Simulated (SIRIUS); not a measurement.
# MoS2: equation of state with PBEsol

The system is MoS2, a slab with vacuum.

```xyz
6
Lattice="3.1845 0.0000 0.0000 -1.5923 2.7579 0.0000 0.0000 0.0000 21.6705" Properties=species:S:1:pos:R:3 pbc="T T T"
Mo    0.0000    1.8386   18.4451
Mo    1.5923    0.9193    3.2254
S     1.5923    0.9193   16.8949
S     0.0000    1.8386    1.6741
S     1.5923    0.9193   19.9965
S     0.0000    1.8386    4.7756
```

```yaml
Program: SIRIUS 7.12.0
Task: equation of state
Functional: PBEsol
Potentials_or_basis: PseudoDojo 0.4.1 PBEsol standard (scalar relativistic)
Cutoff: 1102 eV
Density_cutoff: 4408 eV
k_mesh: 10 × 10 × 2
Occupations: fermi-dirac, width 0.05 eV
Spin: no spin polarisation
```

```yaml
Equilibrium_volume: 31.05 Å³/atom
Bulk_modulus_at_fixed_shape_and_positions: 88 GPa
Pressure_derivative_of_the_bulk_modulus: 4.4
```

Energy against volume, from the lowest point:
| volume (Å³/atom) | energy (meV/atom) |
| --- | --- |
| 29.817 | 14.42 |
| 30.452 | 3.27 |
| 31.086 | 0.00 |
| 31.721 | 3.80 |
| 32.355 | 13.94 |
| 32.990 | 29.75 |
| 33.624 | 50.64 |

All runs of the series together: 19 min on 4 threads of Intel(R) Xeon(R) 6975P-C (Granite Rapids), with other jobs on the host.

Caveat: the cell was scaled at fixed shape and fractional positions, which overstates the stiffness of a crystal with free parameters, most of all of layers and chains.
